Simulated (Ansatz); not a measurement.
# AlRu: response to biaxial strain in the a-b plane

The task here is to estimate one member of a computed series from the others.

Method: DFT r2SCAN, scalar-relativistic, plane waves, PAW, in Ansatz 0.2.0.

## Starting point

Symmetry: Pm-3m, No. 221, cubic system. Conventional cell: a = 2.982 Å, b = 2.982 Å, c = 2.982 Å, α = 90.00°, β = 90.00°, γ = 90.00°. Al (site symmetry m-3m) has 8 Ru at 2.58 Å as nearest neighbours. Around Ru (site symmetry m-3m) lie 8 Al at 2.58 Å.

Structure file:

```xyz
2
Lattice="2.9825 0.0000 0.0000 0.0000 2.9825 0.0000 0.0000 0.0000 2.9825" Properties=species:S:1:pos:R:3 pbc="T T T"
Al    0.0000    0.0000    0.0000
Ru    1.4912    1.4912    1.4912
```

The structure comes from the Materials Project (structure only).

The first run:

(A quick probe on a coarse mesh, which set the mesh and smearing, is not shown.)

Input file input.yaml:

```yaml
crystal:
  lattice:
    - [2.98249544, 0.0, 0.0]
    - [0.0, 2.98249544, 0.0]
    - [0.0, 0.0, 2.98249544]
  atoms:
    - { symbol: Al, position: [0.0, 0.0, 0.0] }
    - { symbol: Ru, position: [0.5, 0.5, 0.5] }
basis:
  ecutwfc: 500
kpoints:
  mp_grid: { grid: [14, 14, 14] }
hamiltonian:
  xc: r2scan
scf:
  occupations: { method: gaussian, width: 0.1 }
output:
  forces: true
  stress: true
  eigenvalues: true
relax:
  adjacent_minimum: "off"
  f_tol: 0.005
  max_steps: 80
  cell: { stress_tol: 0.05 }
```

Command:

```
$ ansatz run input.yaml --threads 1 --pin off --max-ram 2560MiB --backend cpu --events-out ev --progress --plain --runs-dir out
```

Among the steps run: Relaxing cell and atoms; The unstrained reference; At -1.5 %; At +1.5 %; Strain -3.0 %; At +3.0 %; The cell strained by -4.5 %; Strain +4.5 %.

One of the session's tables, all rows but one given; the rest of the session is left out.

Lengths are those of the vectors of the cell that was run; stresses in GPa:

| strain (%) | ΔE (meV/atom) | a (Å) | b (Å) | c (Å) |
| --- | --- | --- | --- | --- |
| -4.5 | 66.4 | 2.848 | 2.848 | 3.121 |
| -3.0 | ? | ? | ? | ? |
| -1.5 | 7.0 | 2.938 | 2.938 | 3.024 |
| +0.0 | 0.0 | 2.982 | 2.982 | 2.982 |
| +1.5 | 6.9 | 3.027 | 3.027 | 2.943 |
| +3.0 | 25.9 | 3.072 | 3.072 | 2.908 |
| +4.5 | 56.5 | 3.117 | 3.117 | 2.878 |

Q: Estimate the row for strain (%) = -3.0 from the others.

Worked estimate for «ΔE (meV/atom)». A straight line through the neighbours (-4.5, 66.4) and (-1.5, 7.0) gives 66.4 + (7.0 − 66.4) × (-3.0 + 4.5) / (-1.5 + 4.5) = 36.7; a parabola fitted to 3 rows on both sides gives 29.1.

**Answer.** ΔE (meV/atom): 28.8; a (Å): 2.893; b (Å): 2.893; c (Å): 3.070. In «ΔE (meV/atom)» the line misses by +7.9 and the parabola by +0.3.

ΔE is over the unstrained cell. Stress in GPa, positive in compression, on the Cartesian axes of the input. 
